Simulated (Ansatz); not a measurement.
# Glassy Al2O3 (180 atoms): where an added charge goes, part 2 of 4

Does an extra electron or hole in glassy Al2O3 (180 atoms) stay spread out, or do the atoms trap it?

Ansatz 0.2.0; Kohn-Sham DFT, PBE, PAW (set soft_1), plane waves.

The cell: 72 Al and 108 O. The quench rate of 20 K/ps is many orders above laboratory rates. The network of bonds at the start is that of the classical potential that made the cell. Sampling is at Γ alone, for a cell whose shortest periodic width is 13 Å.

So far. Step 2 (Single point at the start): The r.m.s. force at the start is 0.96 eV/Å. Step 3 (Relaxation): The relaxation converged after 8 steps, 11.0 eV below its start, with a largest force component of 0.029 eV/Å.

### 4. Single point at the relaxed geometry

The electronic structure is read at the final geometry, in a run of its own.

input.yaml reads:

```yaml
crystal:
  lattice:
    - [12.5958, 0.0, 0.0]
    - [0.0, 12.5958, 0.0]
    - [0.0, 0.0, 12.5958]
  atoms:
    - { symbol: Al, position: [0.10801, 0.34635, 0.83573] }
    - { symbol: Al, position: [0.62816, 0.67616, 0.24104] }
    - { symbol: Al, position: [0.86429, 0.35844, 0.75667] }
    - { symbol: Al, position: [0.92712, 0.41649, 0.98235] }
    - { symbol: Al, position: [0.47346, 0.65772, 0.40372] }
    - { symbol: Al, position: [0.23001, 0.57131, 0.77563] }
    [... 168 atom lines left out ...]
    - { symbol: O, position: [0.20548, 0.88636, 0.39795] }
    - { symbol: O, position: [0.8767, 0.72812, 0.22137] }
    - { symbol: O, position: [0.46275, 0.84446, 0.20212] }
    - { symbol: O, position: [0.01012, 0.09322, 0.14323] }
    - { symbol: O, position: [0.00769, 0.92539, 0.99326] }
    - { symbol: O, position: [0.06859, 0.8374, 0.60536] }
kpoints:
  mp_grid: { grid: [1, 1, 1] }
hamiltonian:
  xc: pbe
  pseudopotentials: { kind: paw, azcp: { folder: soft_1 } }
scf:
  occupations: { method: fixed }
output:
  forces: true
  stress: true
  populations: true
  dos:
    method: { smearing: { sigma: 0.15 } }
    de: 0.1
    projected: { site_lists: { Al: [Al], O: [O] } }
  eigenvalues: true
  write_density: true
  write_potential: true
  volumetric_format: npy
```

Command:

```bash
$ ansatz run input.yaml --threads 4 --pin off --max-ram 15872MiB --backend cpu --events-out ev --progress --plain --runs-dir out
```

Numbers of over 12 decimals in the logs are rounded to 6 here.

The program printed:

```text
[...]
Crystal: 180 atoms, lattice volume = 1998.376 Å³
Basis set: ecut = 420 eV, 39127 PW (Γ), exchange–correlation on 180×180×180 points (8 copies of the dense FFT grid, shifted against one another)
Bands: 612, of which v1, the nominal top of the filled ones, is band 432 counted from 1 (431 counted from 0)
Symmetry: 1 space group operations
[...]
k-points: 1
[...]
SCF iter   1: F=—  HF=-100321.036406 eV  |F-HF|=—  |Δ(HF+E_count)|=         —  Δρ=1.28e-1  dr2=3.38e2  ethr=3.10e-3  ⟨swp⟩=5.0  Hψ=2096  notcnv=0  defer=175
[...]
SCF iter  13: F=-100229.329917 eV  HF=-100229.329917 eV  |F-HF|=1.54e-9  |Δ(HF+E_count)|=   1.20e-8  Δρ=6.75e-7  dr2=7.37e-9  ethr=1.16e-11  ⟨swp⟩=7.0  Hψ=3107  notcnv=0
SCF 1 converged in 13 iterations: F = -100229.329917 eV  dr2 = 7.37e-9
[...]
SCF converged after 13 iterations
Free energy (F): -100229.329917 eV
[...]
Internal energy: -100229.329917 eV  (E = F + TS)
E sigma→0 (E₀):  -100229.329917 eV
Fermi energy:    5.141852 eV
[...]
--- Forces (eV/Å), atoms counted from 1 ---
  atom   1  Al    -0.00179295    -0.00767770     0.01287647
  atom   2  Al     0.00529797     0.00890997    -0.01723581
  atom   3  Al     0.01140342    -0.00775365     0.01651886
  atom   4  Al    -0.00116275    -0.00436981     0.00963423
  atom   5  Al    -0.00345458     0.00568865     0.01187822
  atom   6  Al    -0.00151275    -0.01081979    -0.00586083
  atom   7  Al    -0.00150910    -0.00011832     0.00459729
  atom   8  Al    -0.00717196    -0.00296963    -0.00627615
  atom   9  Al    -0.00484866    -0.00076842     0.00901735
  atom  10  Al    -0.00439654    -0.00694690    -0.00119060
  atom  11  Al    -0.00706907    -0.00577260     0.00265653
  atom  12  Al    -0.00155028     0.00938728    -0.00561950
  atom  13  Al     0.00465992    -0.00058021     0.00621576
  atom  14  Al    -0.00060918     0.00500890     0.00074903
[...]
atom 179  O      0.00102884     0.00174657    -0.00493863
  atom 180  O      0.00486032     0.00534001    -0.00109043
  max |Σ_I F_I| component: 9.31e-5 eV/Å
--- Stress (GPa, compression-positive) ---
        2.113568      -0.711873       0.873770
       -0.711873      -0.226061      -0.232632
        0.873769      -0.232638      -0.048363
  P = ⅓ Tr σ = 0.6130 GPa (6.130 kbar)
--- Band table (eV) ---
[...]
--- Löwdin populations: 180 sites ---
  site symbol       q [e]
     0     Al      1.6136
     1     Al      1.6438
     2     Al      1.6558
[...]
179      O      6.8395
  spilling = 0.008187 (of n_electrons = 864.000000)
```

It took 78 s on 4 threads of Arm Neoverse V1, shared host; peak memory 3.1 GiB; 5.1 min of CPU time.

Read from the output:

```
free energy                                      : -100229.3299 eV
free energy per atom                             : -556.8296 eV/atom
SCF cycles                                       : 13
pressure                                         : 0.613 GPa
r.m.s. force component                           : 0.00681 eV/Å
longest force                                    : 0.03859 eV/Å
Fermi energy                                     : 5.142 eV
gap (highest filled to lowest empty level) : 3.425 eV
spilling of the projection                       : 0.008187
```

Löwdin charges by element and coordination (they lack the spilled electrons, 0.039 e an atom on average):

```
element  coordination  atoms  mean charge (e)  spread   least    most
     Al           all     72             1.34  0.0231    1.25    1.39
     Al             4     45             1.35  0.0177    1.31    1.39
     Al             5     26             1.33  0.0183    1.29    1.36
     Al             6      1             1.25       0    1.25    1.25
      O           all    108           -0.829  0.0167  -0.877  -0.792
      O             2     12           -0.862  0.0092  -0.877  -0.847
      O             3     92           -0.825   0.012  -0.849  -0.792
      O             4      4           -0.811  0.0036  -0.813  -0.805
```

Density of states as counts of states in windows of 1 eV (from the Fermi level), total and the larger projections:

```
from (eV)  to (eV)  total    O p  Al p
      -10       -8    0.0    0.0   0.0
       -8       -7    0.5    0.4   0.0
       -7       -6   51.4   38.4   3.5
       -6       -5   74.9   56.9   8.1
       -5       -4   92.7   73.9  12.7
       -4       -3  111.7   95.2  11.6
       -3       -2  123.4  112.1   7.5
       -2       -1  120.6  114.2   3.5
       -1        0   70.5   67.4   1.7
        0        1    2.4    2.3   0.0
        1        3    0.0    0.0   0.0
        3        4    2.0    0.0   0.1
        4        5    2.7    0.4   0.9
```

With fixed occupations the program's Fermi level is the highest filled level; weight inside the gap is the broadening of levels at its edges.

Between -20 and -10 eV lie 216 more states.

The levels nearest the highest filled one (over half full), pooled over k-points and spins:

| level less the highest filled one (eV) | occupation |
| --- | --- |
| -0.270 | 2 |
| -0.256 | 2 |
| -0.200 | 2 |
| -0.188 | 2 |
| -0.0928 | 2 |
| 0 | 2 |
| 3.43 | 0 |
| 4.90 | 0 |
| 5.00 | 0 |
| 5.04 | 0 |
| 5.11 | 0 |
| 5.20 | 0 |

Electrostatic potential energy in the ac plane at fractional y = 0.254, with atoms of Al and O within 0.2 Å of it. With pseudopotentials it is smooth inside the atoms' cores, unlike the true potential.

Ten even steps from '0' (-29 eV) to '9' (12 eV), each cell a mean:
```
99999998648865778999999875675589999
99999731355557525999999977666789999
99888400178888757899999988888999999
89888743699886555789998888999999999
26888889999875896578887667899989962
05888999999975786531157667667888850
78999999999987656610037775001788987
99999999999999989975589986101799999
99999987778999999999999999878999999
99999875568999999999999999888899999
99999876678999999999999999888999999
99999988889999999999999998412799999
99988999999999999999998777100487889
98877889998889999999987667644654568
88765668988789999999987778888545558
98766778988775699999843589988654578
99888899999820059999400189999888889
99999999999941169998732599999999878
78899999999998899987656899999999876
55777899999999888875444689999998656
65510179999999899886444689999997568
56500179998889999977777888888887555
88976798876567899999988886555650047
99999998647755899999999874797562279
```
Columns run along a (12.6 Å; values clipped at the 3rd and 97th percentile), rows up along c (12.6 Å). Atoms in or near the plane, at fractional coordinates: Al at (0.43, 0.79), Al at (0.77, 0.00), Al at (0.31, 0.99), O at (0.78, 0.48), O at (0.20, 0.89), O at (0.56, 0.73), O at (0.63, 0.30), O at (0.77, 0.70), O at (0.39, 0.29), O at (0.12, 0.12).

Valence density in the ac plane at fractional y = 0.254, with atoms of Al and O within 0.2 Å of it. It is the smooth field of the valence electrons, not physical close to the nuclei.

Ten steps, logarithmic in the rise over the least value, from '0' (0.0 e/Å³) to '9' (6.7 e/Å³), each cell a mean:
```
00001234431124554310012333211234321
00012578753234676420013455321111100
11113699853223565310013454311000001
43223567632122333211112232110000134
76321233222232111344432222222111368
86421111123443212578864224565322468
54211111123443223589974236998521245
21101111112332111357652236898521112
00001233222221100112211013454310000
00001344322221100000000001222110000
00001344321111000000000012344310000
00001122210000000000011124788531000
11011121100000000000111135899742121
22123443210000000000111224676532333
32224565321222210001233322233222333
21124554322356642112577642111112232
21112222112589963113699852000012343
42100100002478863113577631000013455
42111100001234432112344320000012455
22355431000111111222221110000001233
14689852112211112344422111110112321
24689853123321112455432222222245653
22356532123321112344321122222468864
10112211221112222222111122112467763
```
Columns run along a (12.6 Å), rows up along c (12.6 Å). Atoms in or near the plane, at fractional coordinates: Al at (0.43, 0.79), Al at (0.77, 0.00), Al at (0.31, 0.99), O at (0.78, 0.48), O at (0.20, 0.89), O at (0.56, 0.73), O at (0.63, 0.30), O at (0.77, 0.70), O at (0.39, 0.29), O at (0.12, 0.12).

Between filled and empty levels lie 3.43 eV (at Γ alone); a semilocal functional tends to put such gaps too low. In a disordered cell it changes from sample to sample, and tail or defect levels can set it. Mean Löwdin charges: Al +1.34, O -0.83 e (they miss 0.82 % of the electrons, so they add up to more than the cell's charge).

### 5. An extra electron, atoms held

The electron count changes by one with the atoms held: a vertical process, on a uniform background, with spin and a narrow Fermi–Dirac smearing. Its energy against the neutral cell hangs on the program's zero of potential.

input.yaml reads:

```yaml
crystal:
  lattice:
    - [12.5958, 0.0, 0.0]
    - [0.0, 12.5958, 0.0]
    - [0.0, 0.0, 12.5958]
  atoms:
    [... the 180 atom lines of step 4 ...]
total_charge: -1
kpoints:
  mp_grid: { grid: [1, 1, 1] }
hamiltonian:
  xc: pbe
  pseudopotentials: { kind: paw, azcp: { folder: soft_1 } }
scf:
  occupations: { method: fermi_dirac, width: 0.01 }
  lower_state_search: "off"
output:
  forces: true
  stress: true
  populations: intrinsic
  dos:
    method: { smearing: { sigma: 0.1 } }
    de: 0.1
    projected: { site_lists: { Al: [Al], O: [O] } }
  eigenvalues: true
  write_density: true
  write_potential: true
  volumetric_format: npy
magnetization:
  spin_polarized: true
  initial_magnetization: 1
```

The program printed:

```text
[...]
Crystal: 180 atoms, lattice volume = 1998.376 Å³
Basis set: ecut = 420 eV, 39127 PW (Γ), exchange–correlation on 180×180×180 points (8 copies of the dense FFT grid, shifted against one another)
Bands: 613, of which v1, the nominal top of the filled ones, is band 433 counted from 1 (432 counted from 0)
Symmetry: 1 space group operations
[...]
k-points: 1
[...]
Starting moments: Σ|m| = 1 μB on 180 of 180 sites
[...]
SCF iter   1: F=—  HF=-100308.345459 eV  |F-HF|=—  |Δ(HF+E_count)|=         —  Δρ=6.31e-2 (↑6.26e-2 ↓6.31e-2)  dr2=3.25e2  dr2_m=1.57e-3  M=1.000 μB ∫|m|=1.002 μB  β_m=1.00  ethr=3.10e-3  ⟨swp⟩=6.0  Hψ=5264  notcnv=0  defer=82
[...]
spin=Collinear: Resta preconditioning applied to the charge; magnetization (m = ρ↑ − ρ↓) channel mixes plain (no charge-response kernel on spin).
SCF iter   2: F=—  HF=-100237.870213 eV  |F-HF|=—  |Δ(HF+E_count)|=         —  Δρ=2.76e-2 (↑2.76e-2 ↓2.76e-2)  dr2=7.19e1  dr2_m=5.34e-4  M=0.534 μB ∫|m|=0.572 μB  β_m=0.30  ethr=3.10e-3  ⟨swp⟩=2.0  Hψ=2288  notcnv=0  defer=348
[...]
SCF iter   7: F=—  HF=-100220.770578 eV  |F-HF|=—  |Δ(HF+E_count)|=   6.46e-2  Δρ=3.16e-4 (↑2.94e-4 ↓3.16e-4)  dr2=6.95e-3  dr2_m=4.98e-5  M=0.398 μB ∫|m|=0.426 μB  β_m=0.30  ethr=6.12e-6  ⟨swp⟩=3.0  Hψ=1552  notcnv=0  defer=348
[...]
spin-set hold released at iteration 7 (site moments contracting): the magnetisation degrees of freedom join the quasi-Newton model from the next iteration; the mixer history was flushed
SCF iter   8: F=—  HF=-100220.773864 eV  |F-HF|=—  |Δ(HF+E_count)|=   3.29e-3  Δρ=2.29e-4 (↑2.12e-4 ↓2.29e-4)  dr2=4.16e-3  dr2_m=3.30e-5  M=0.382 μB ∫|m|=0.409 μB  β_m=0.65  ethr=8.03e-7  ⟨swp⟩=2.0  Hψ=894  notcnv=0  defer=348
SCF iter   9: F=—  HF=-100220.780494 eV  |F-HF|=—  |Δ(HF+E_count)|=   6.63e-3  Δρ=8.75e-5 (↑8.75e-5 ↓8.58e-5)  dr2=6.44e-4  dr2_m=7.10e-6  M=0.317 μB ∫|m|=0.338 μB  β_m=0.64  ethr=4.81e-7  ⟨swp⟩=2.5  Hψ=1541  notcnv=0  defer=348
[...]
SCF iter  17: F=-100220.781595 eV  HF=-100220.781595 eV  |F-HF|=1.89e-8  |Δ(HF+E_count)|=   3.79e-7  Δρ=1.02e-6 (↑1.02e-6 ↓9.25e-7)  dr2=5.67e-8  dr2_m=1.29e-9  M=0.004 μB ∫|m|=0.005 μB  β_m=0.80  ethr=1.16e-11  ⟨swp⟩=20.0  Hψ=10721  notcnv=0
SCF iter  18: F=-100220.781595 eV  HF=-100220.781595 eV  |F-HF|=3.49e-10  |Δ(HF+E_count)|=   3.65e-8  Δρ=2.30e-7 (↑2.30e-7 ↓2.23e-7)  dr2=3.81e-9  dr2_m=5.78e-12  M=0.000 μB ∫|m|=0.000 μB  ethr=6.55e-12  ⟨swp⟩=5.0  Hψ=6226  notcnv=0
WARN: the starting moments were not kept: the SCF closed with an absolute magnetisation of 1.0e-5 μB, where they sum to 1 μB in size (180 sites). That is at most 0.1 of that sum. Measured as dr2_m measures the in/out step, that magnetisation stands 1.2e-12 eV from none, [...]
SCF 1 converged in 18 iterations: F = -100220.781595 eV  dr2 = 3.81e-9
[...]
SCF converged after 18 iterations
Magnetization: 0.0000 μB (432.5000 up, 432.5000 down)
Absolute magnetization: 0.0000 μB (∫|ρ↑−ρ↓|, with the PAW one-centre terms)
[...]
Per-site moments (μB) at R_I (Å): [(2.4584595652312212e-9, 0.726348), (-1.7391133467673766e-9, 0.731091), (-3.9592104074140655e-9, 0.727111), (-4.129259998164002e-9, 0.723739), (-3.960028174727098e-9, 0.713905), [...]
Free energy (F): -100220.781595 eV
[...]
Internal energy: -100220.767732 eV  (E = F + TS)
E sigma→0 (E₀):  -100220.774664 eV
Entropy (-TS):   -0.013863 eV (-0.077 meV/atom)
Fermi energy:    8.556515 eV
[...]
Σ components = -100220.781595   (vs F -100220.781595, Δ=0.00e0)
--- Forces (eV/Å), atoms counted from 1 ---
  atom   1  Al     0.01534988    -0.02360820     0.03632088
  atom   2  Al     0.00921207    -0.01305488    -0.05198800
  atom   3  Al     0.00076441    -0.03731461     0.05820419
  atom   4  Al    -0.00625879     0.00810671     0.01806798
[...]
atom 180  O      0.00440266     0.00592293     0.00062999
  max |Σ_I F_I| component: 6.51e-5 eV/Å
--- Stress (GPa, compression-positive) ---
        2.291711      -0.713847       0.847851
       -0.713847      -0.026734      -0.238281
        0.847850      -0.238288       0.140020
  P = ⅓ Tr σ = 0.8017 GPa (8.017 kbar)
--- Band table (eV) ---
[...]
--- intrinsic populations: 180 sites ---
  site symbol       q [e]    m [muB]
     0     Al      1.6361     0.0000
     1     Al      1.6632     0.0000
     2     Al      1.6740    -0.0000
[...]
179      O      6.9039     0.0000
  spilling = -0.000000 (of n_electrons = 865.000000)
```

Elapsed: 3.2 min, on 4 threads; peak memory 5.6 GiB.

The program notes that starting moments were not kept.

An extra electron, atoms held: the energy stands 8.55 eV above that of the reference. An odd electron should give 1 μB; this run ended with the carrier shared between both spins.

The levels nearest the highest filled one (over half full), pooled over k-points and spins:

```csv
level less the highest filled one (eV),occupation
-3.46,1
-3.46,1
0,0.5
0,0.5
1.49,0
1.49,0
1.57,0
1.57,0
```

(Part 2 of 4 ends here.)

[Logs are printed without paths, hosts, clocks, repeated set-up lines and the standing remarks that a program may print on its own settings, such as how far it seeks lower states.]

[Hosts, paths, dates, database ids (printed as entryN), source tags and the programs' standing remarks are cut or masked in the printed files.]
